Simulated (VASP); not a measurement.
Set up this calculation in VASP 6.6.1, as the native input.

```
Task                   : relaxation of shape and atoms at fixed volume
Functional             : LDA
Potentials or basis    : VASP PAW LDA potentials, release 64 (Si, O)
Cutoff                 : 600 eV
k mesh                 : 8 × 8 × 10
Occupations            : gaussian, width 0.03 eV
Spin                   : no spin polarisation
Further INCAR settings : ALGO = Normal; EDIFF = 1e-07; IBRION = 2; EDIFFG = -0.01; NSW = 40; ISIF = 4
```

The structure of SiO2 (Stishovite) lies in POSCAR:

```
SiO2                                    
1.0
    4.2358490168     -0.0000000000      0.0000000000
    0.0000000000      4.2358490168      0.0000000000
    0.0000000000      0.0000000000      2.7182553489
  Si              O             
     2     4
Direct
     0.0000000000000000    0.0000000000000000    0.0000000000000000
     0.5000000000000000    0.5000000000000000    0.5000000000000000
     0.3053962239363520    0.3053962239363520    0.0000000000000000
     0.1946037760636481    0.8053962239363520    0.5000000000000000
     0.6946037760636480    0.6946037760636480    0.0000000000000000
     0.8053962239363520    0.1946037760636481    0.5000000000000000
```

The cell isn't the ideal one: a relaxed cell with its volume scaled by 1.06.

The input as run:

INCAR

```
SYSTEM = SiO2
PREC = Accurate
ENCUT = 600
EDIFF = 1E-7
ISMEAR = 0
SIGMA = 0.03
LREAL = .False.
LASPH = .True.
NELM = 80
ALGO = Normal
ISIF = 4
LWAVE = .False.
LCHARG = .False.
IBRION = 2
NSW = 40
EDIFFG = -0.01
KPAR = 2
```

KPOINTS

```
Automatic mesh
0
Gamma
  8 8 10
  0 0 0
```

Potentials or basis: VASP PAW LDA potentials, release 64 (Si, O).

Command:

```bash
$ cat potpaw_LDA.64/Si/POTCAR potpaw_LDA.64/O/POTCAR > POTCAR
$ mpirun -np 2 vasp_std > vasp.out
```

Results of the run:

| Property | Result |
| --- | --- |
| Energy gained by relaxing | 2.7 meV/atom |
| Ionic steps | 5 |
| Pressure after relaxing | -15.4 GPa |
| Band gap on the k mesh | 4.91 eV, direct |

Wall time 53 s on 2 MPI ranks on Intel(R) Xeon(R) 6975P-C (Granite Rapids) (shared host), peak memory 0.2 GiB a rank.
